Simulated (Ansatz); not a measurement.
## Calculation log, Si (I4_1/amd) (elastic constants by finite strains)

Computed with PBEsol, PAW on Ansatz 0.2.0's default frozen-core files (fitted under PBE), scalar-relativistic; not a measurement.

Cell and atoms were relaxed beforehand by PAW with this functional.

The structure is one entry of a database and needn't be the stable phase.

Launched as:

```sh
ansatz run input.yaml --threads 1 --pin off --max-ram 2560MiB --backend cpu --events-out ev --progress --plain --runs-dir out
```

Input:

```yaml
crystal:
  lattice:
    - [-2.39349241065, 2.39349241065, 1.31036660474]
    - [2.39349241065, -2.39349241065, 1.31036660474]
    - [2.39349241065, 2.39349241065, -1.31036660474]
  atoms:
    - { symbol: Si, position: [0.25, 0.75, 0.5] }
    - { symbol: Si, position: [0.5, 0.5, 0.0] }
kpoints:
  mp_grid: { grid: [18, 18, 18] }
scf:
  occupations: { method: fermi_dirac, width: 0.1 }
hamiltonian:
  xc: pbesol
  pseudopotentials: { kind: paw }
elastic:
  mode: relaxed_ion
  stencil: four_point
  amplitude: 0.003
```

Output (shortened where marked):

```
Warning: RAYON_NUM_THREADS=1 ignored (pool sized by the plan → 1); use --threads N
Engine: ansatz 0.2.0, aarch64-unknown-linux-gnu
Pseudopotentials: kind: paw
Pseudopotential: Si, paw, valence charge 4, recommended cutoff 420 eV (normal), Si.paw.azcp
Functional definition: PBEsol
  exchange = pbesol_x
  correlation = pbesol_c
Crystal: 2 atoms, lattice volume = 30.027 Å³
Basis set: ecut = 420 eV, 581 PW (Γ), exchange–correlation on 50×50×50 points (8 copies of the dense FFT grid, shifted against one another)
Bands: 8, of which v1, the nominal top of the filled ones, is band 4 counted from 1 (3 counted from 0)
Symmetry: 16 space group operations
Space group: I41/amd (ITA 141), of the structure as read, at distance tolerance 3.1e-5 Å
k-points: 480 of 5832
Non-local potential: Si, projectors of the file, l = 0: 2, l = 1: 2, l = 2: 2
PAW form: soft (Blöchl's): semilocal exchange-correlation on the pseudo side does not see the compensation charge
PAW frozen core: Si, regenerated for the run's functional, and the local potential with it (the file was generated under x = pbe(κ = 0.804, μ = 0.2195149727645171), c = pbe(β = 0.06672455060314922))
PAW one-centre angular grid: Si, 110 points (default); XC on 64 Gauss nodes
Initial density: superposition of atomic densities (neutral atoms: chi_scale 0, normalization atom), corrected by the library's trained network
Initial wavefunctions: pseudopotential atomic-orbital guess
Functional: x = pbesol(κ = 0.804, μ = 0.12345679012345678), c = pbesol(β = 0.046)
SCF iter   1: F=—  HF=-1242.626793 eV  |F-HF|=—  |Δ(HF+E_count)|=         —  Δρ=2.10e-3  dr2=6.27e-4  ethr=1.77e-3  ⟨swp⟩=5.1  Hψ=30910  notcnv=0
preconditioner: auto → none  [metal: Δε(μ)=0.007 eV  Ē_g=10.190 eV  σ=0.100 eV  W_gap=0.02  n_scr=4 (ndim 8)  ℏωp=19.2 eV  f_vac=0.000  D(μ)=0.72/eV (n_scr^D=4)  sad-step TF]
SCF iter   2: F=—  HF=-1242.626811 eV  |F-HF|=—  |Δ(HF+E_count)|=   1.79e-5  Δρ=1.23e-3  dr2=2.28e-4  ethr=7.84e-6  ⟨swp⟩=1.8  Hψ=8213  notcnv=0
SCF iter   3: F=—  HF=-1242.626837 eV  |F-HF|=—  |Δ(HF+E_count)|=   2.57e-5  Δρ=7.37e-5  dr2=1.52e-6  ethr=2.85e-6  ⟨swp⟩=1.0  Hψ=3840  notcnv=0
SCF iter   4: F=—  HF=-1242.626836 eV  |F-HF|=—  |Δ(HF+E_count)|=   5.46e-7  Δρ=2.04e-5  dr2=8.16e-8  ethr=1.91e-8  ⟨swp⟩=2.4  Hψ=5797  notcnv=0
SCF iter   5: F=—  HF=-1242.626837 eV  |F-HF|=—  |Δ(HF+E_count)|=   1.91e-7  Δρ=1.97e-6  dr2=1.05e-9  ethr=1.02e-9  ⟨swp⟩=2.1  Hψ=5798  notcnv=0
SCF iter   6: F=—  HF=-1242.626837 eV  |F-HF|=—  |Δ(HF+E_count)|=  2.77e-10  Δρ=4.46e-7  dr2=5.62e-11  ethr=1.31e-11  ⟨swp⟩=1.9  Hψ=5391  notcnv=0
SCF iter   7: F=—  HF=-1242.626837 eV  |F-HF|=—  |Δ(HF+E_count)|=  2.27e-11  Δρ=7.50e-8  dr2=1.47e-12  ethr=7.03e-13 (applied; sched 1.00e-12)  ⟨swp⟩=1.9  Hψ=5526  notcnv=0
SCF iter   8: F=-1242.626837 eV  HF=-1242.626837 eV  |F-HF|=6.82e-13  |Δ(HF+E_count)|=  2.27e-13  Δρ=3.10e-9  dr2=2.31e-15  ethr=1.00e-12  ⟨swp⟩=4.1  Hψ=11730  notcnv=0
SCF 1 converged in 8 iterations: F = -1242.626837 eV  dr2 = 2.31e-15
  greatest PAW one-centre occupation: 0.656 electrons in one spin orbital (limit 2), on the Si atom at site 1 (counted from 0), in its partial waves of l = 0
Crystal: 2 atoms, lattice volume = 29.847 Å³
[... 146 lines left out ...]
--- Stress (GPa, compression-positive) ---
        0.012703       0.000000       0.000000
        0.000000       0.012703       0.000000
       -0.000000      -0.000000       0.004169
  P = ⅓ Tr σ = 0.0099 GPa (0.099 kbar)
--- Elastic constants: 4 strain directions × 4 members + reference (group order 16) ---
  dense FFT box of the reference and of every strained cell: 25×25×25
  strains applied: 11, 33, 23, 12; error gains: componentwise 1.00 (the most a stress slope's error grows in a printed constant), spectral 1.41 (1 for all six strains in a standard setting)
  C = ∂σ_k/∂η_j (tension-positive GPa; Voigt order 11 22 33 23 13 12):
       165.673    133.060     63.884      0.000      0.000      0.000
       133.060    165.673     63.884      0.000      0.000      0.000
        63.857     63.857    193.975      0.000      0.000      0.000
         0.000      0.000      0.000     59.112      0.000      0.000
         0.000      0.000     -0.000     -0.000     59.112     -0.000
         0.000      0.000      0.000      0.000      0.000     77.307
  reference stress σ⁰ (GPa):     -0.013     -0.013     -0.004      0.000     -0.000     -0.000
  C* (energy form; C + prestress term) asymmetry max|C*_kj − C*_jk| = 1.823e-2 GPa — a small one proves nothing (zero by symmetry where the batch's group is 432, −43m or m−3m); a large one is finite-difference/SCF noise where ...
  moduli (Voigt/Reuss/Hill, GPa): K = 116.32/115.46/115.89   G = 56.74/40.95/48.84   E = 128.48   ν = 0.315
  mechanically stable: yes (min eigenvalue of sym C = 32.61 GPa)
  strain η (Voigt 11):  stress-route row diagonal C_11 = 165.67 GPa, energy-path curvature d²(F+E_count+ΔE)/dδ²/Ω₀ = 165.67 GPa
    cells at ±δ against ±2δ: C21 132.90 and 132.43 GPa, apart by 0.29 % of the column's largest entry
         δ    σ_11 (GPa)             F (eV)   n_scf  n_hpsi   n_pw
    -6.000e-3      -0.9886       -1242.6262707       2   97143    597   relax 3 steps, max|allowed force component| 3.50e-6 eV/Å
    -3.000e-3      -0.5048       -1242.6266912       2   93347    600   relax 3 steps, max|allowed force component| 6.93e-8 eV/Å
     3.000e-3       0.4898       -1242.6267035       2   93455    604   relax 3 steps, max|allowed force component| 3.66e-8 eV/Å
     6.000e-3       1.0041       -1242.6262846       2   93563    604   relax 3 steps, max|allowed force component| 1.89e-7 eV/Å
  strain η (Voigt 33):  stress-route row diagonal C_33 = 193.97 GPa, energy-path curvature d²(F+E_count+ΔE)/dδ²/Ω₀ = 193.95 GPa
    cells at ±δ against ±2δ: C33 193.85 and 193.46 GPa, apart by 0.20 % of the column's largest entry
         δ    σ_33 (GPa)             F (eV)   n_scf  n_hpsi   n_pw
    -6.000e-3      -1.2100       -1242.6261628       6   73875    600   relax 0 steps, max|allowed force component| 1.04e-17 eV/Å
    -3.000e-3      -0.5969       -1242.6266694       3   60889    604   relax 0 steps, max|allowed force component| 6.94e-18 eV/Å
     3.000e-3       0.5662       -1242.6266782       3   61342    604   relax 0 steps, max|allowed force component| 1.39e-17 eV/Å
     6.000e-3       1.1116       -1242.6262058       5   65774    606   relax 0 steps, max|allowed force component| 6.94e-18 eV/Å
  strain η (Voigt 23):  stress-route row diagonal C_44 = 59.11 GPa, energy-path curvature d²(F+E_count+ΔE)/dδ²/Ω₀ = 59.11 GPa
    cells at ±δ against ±2δ: C44 59.13 and 59.19 GPa, apart by 0.10 % of the column's largest entry
         δ    σ_23 (GPa)             F (eV)   n_scf  n_hpsi   n_pw
    -6.000e-3      -0.3552       -1242.6266380       2  167341    602   relax 4 steps, max|allowed force component| 6.72e-6 eV/Å
    -3.000e-3      -0.1774       -1242.6267872       2  167284    604   relax 2 steps, max|allowed force component| 7.92e-6 eV/Å
     3.000e-3       0.1774       -1242.6267872       2  167317    604   relax 2 steps, max|allowed force component| 9.77e-6 eV/Å
     6.000e-3       0.3552       -1242.6266380       2  167382    602   relax 2 steps, max|allowed force component| 1.03e-5 eV/Å
  strain η (Voigt 12):  stress-route row diagonal C_66 = 77.31 GPa, energy-path curvature d²(F+E_count+ΔE)/dδ²/Ω₀ = 77.31 GPa
    cells at ±δ against ±2δ: C66 77.32 and 77.35 GPa, apart by 0.04 % of the column's largest entry
         δ    σ_12 (GPa)             F (eV)   n_scf  n_hpsi   n_pw
    -6.000e-3      -0.4641       -1242.6265767       6  123296    604   relax 0 steps, max|allowed force component| 6.94e-18 eV/Å
    -3.000e-3      -0.2320       -1242.6267719       3  110511    604   relax 0 steps, max|allowed force component| 5.20e-18 eV/Å
     3.000e-3       0.2320       -1242.6267719       3  108653    604   relax 0 steps, max|allowed force component| 5.20e-18 eV/Å
     6.000e-3       0.4641       -1242.6265767       4  111358    604   relax 0 steps, max|allowed force component| 2.26e-17 eV/Å
```

The calculation finished and met its thresholds.

Elastic constants:

Elastic constants of a crystal by Kohn-Sham DFT: slopes of the stress over finite engineering strains of the given cell, Voigt indices, Cartesian axes as in the input.

* Pressure at rest: 0.01 GPa
* Least elastic eigenvalue: 32.61 GPa
* Elastically stable: yes

| index | elastic (GPa) |
| --- | --- |
| 11 | 165.7 |
| 12 | 133.1 |
| 13 | 63.87 |
| 33 | 194 |
| 44 | 59.11 |
| 66 | 77.31 |

Strained cells:

Stress of each strained cell less that at rest, tension positive.

```csv
strain component,strain,stress xx (GPa),stress yy (GPa),stress zz (GPa),stress yz (GPa),stress xz (GPa),stress xy (GPa),relaxation steps
xx,-0.006,-0.9759,-0.8213,-0.3894,0,0,0,3
xx,-0.003,-0.4921,-0.4054,-0.1933,0,0,0,3
xx,0.003,0.5025,0.392,0.1896,0,0,0,3
xx,0.006,1.017,0.7679,0.375,0,0,0,3
zz,-0.006,-0.3852,-0.3852,-1.206,0,0,0,0
zz,-0.003,-0.192,-0.192,-0.5927,0,0,0,0
zz,0.003,0.1918,0.1918,0.5704,0,0,0,0
zz,0.006,0.3853,0.3853,1.116,0,0,0,0
yz,-0.006,-0.0027,0.0018,0.0004,-0.3552,0,0,4
yz,-0.003,-0.0007,0.0004,0.0001,-0.1774,0,0,2
yz,0.003,-0.0007,0.0004,0.0001,0.1774,0,0,2
yz,0.006,-0.0027,0.0018,0.0004,0.3552,0,0,2
xy,-0.006,-0.0017,-0.0017,0.0035,0,0,-0.4641,0
xy,-0.003,-0.0004,-0.0004,0.0009,0,0,-0.232,0
xy,0.003,-0.0004,-0.0004,0.0009,0,0,0.232,0
xy,0.006,-0.0017,-0.0017,0.0035,0,0,0.4641,0
```

### Elastic moduli

Hill averages of a grain aggregate, Debye temperature from the mean sound speed over directions.

* Bulk modulus: 115.9 GPa
* Shear modulus: 48.84 GPa
* Young modulus: 128.5 GPa
* Poisson ratio: 0.3152
* Bulk over shear modulus: 2.373
* Elastic anisotropy index: 1.936
* Least young modulus: 57.87 GPa
* Largest young modulus: 193 GPa
* Longitudinal sound speed: 7634 m/s
* Transverse sound speed: 3965 m/s
* Elastic debye temperature: 532 K
* Linear compressibility (x, y, z): 2.613, 2.613, 3.434 1/TPa

Limits of these numbers: frozen-core PAW files fitted under PBE, their cores solved anew for the functional of the run; responses of metals move with mesh and smearing; elastic stability says nothing of phonons or of other phases.

It took 6.9 min on 1 thread of Arm Neoverse V2 (shared host), peak memory 0.7 GiB.
